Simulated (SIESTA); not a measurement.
Crystal: HfC.

```
CELL_PARAMETERS angstrom
0.00000 2.32500 2.32500
2.32500 0.00000 2.32500
2.32500 2.32500 0.00000
ATOMIC_POSITIONS crystal
Hf 0.50000 0.50000 0.50000
C 0.00000 0.00000 0.00000
```

Base run:

- Program: SIESTA 5.4.2
- Functional: PBE
- Potentials or basis: PseudoDojo 0.4 standard (PBE files)
- Basis: DZP (energy shift 0.002 Ry)
- Grid cutoff: 800 Ry
- Energy shift: 0.002 Ry
- k mesh: 10 × 10 × 10
- Occupations: fermi-dirac, width 0.05 eV
- Spin: no spin polarisation

Its results: band gap on the k mesh none (metal or under the smearing width); pressure 3.1 GPa.

Question: The run is repeated on the same cell with these changes: functional from PBE to RPBE. What comes out?

Answer: Band gap on the k mesh none (metal or under the smearing width); pressure 6.3 GPa.

RPBE binds less tightly than PBE, so the same cell stands under more pressure.

Caveats: semicore shells carry a single zeta, which can move pressures by several GPa and volumes by a few percent; the basis of atomic orbitals isn't converged, which shifts pressures, moduli and gaps; the potentials were made for another functional, which shifts forces and pressure (some runs).

Not every run made on this cell is shown here.
